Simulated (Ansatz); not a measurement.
**Gradients in TaN at several cell volumes**

Reference cell: a COD entry, whose atoms a relaxation with PBE at fixed cell left in place.

```yaml
crystal:
  lattice:
    - [2.93800, 0.00000, 0.00000]
    - [-1.46900, 2.54438, 0.00000]
    - [0.00000, 0.00000, 2.88300]
  atoms:
    - { symbol: Ta, position: [0.33333, 0.66667, 0.50000] }
    - { symbol: N, position: [0.00000, 0.00000, 0.00000] }
```

Atom numbers follow the list; atoms alike are taken as one site, whose name carries the number of the first.

All values are calculated (Ansatz; DFT, PBE, plane waves and PAW, scalar-relativistic, collinear spin, 420 eV cutoff, Γ-centred 18×18×16 k-points, Fermi–Dirac smearing 0.05 eV), not measured. Start moments as typed (μB): 2 on each Ta, none on the rest.

The cell is scaled uniformly, and the ions relax again at each size.

Task: How do the gradients (10²¹ V/m²) respond?

Result: 

```csv
V/V₀,Ta V_zz (η),N V_zz (η)
0.94,4.30 (0.00),0.013 (0.00)
0.96,4.64 (0.00),0.039 (0.00)
0.98,4.94 (0.00),0.066 (0.00)
1.00,5.22 (0.00),0.099 (0.00)
1.02,5.47 (0.00),0.13 (0.00)
1.04,5.72 (0.00),0.16 (0.00)
1.06,5.93 (0.00),0.19 (0.00)
```

Logarithmic slopes d ln|V_zz|/d ln V over the series, for the sites that change steadily: Ta 2.7. Point charges on a uniformly scaled lattice would give −1; charge that moves in the bonds makes the difference.

At this cell the principal stresses reach 5 GPa in size with PBE, which can matter for small gradients. The run finds no gap above 0.1 eV (a metal, or nearly one), so the gradients can move by 10 % or more with the k-mesh. Without spin–orbit coupling the gradients at and beside Ta can be off by some per cent, at some sites by more. With these PAW files V_zz is typically within 2 to 3 % of all-electron values, but misses above 10 % occur on Ta. Semilocal functionals make gaps too small and can close them, so the real compound need not be a metal. The start moments die out, and the run ends without spin.
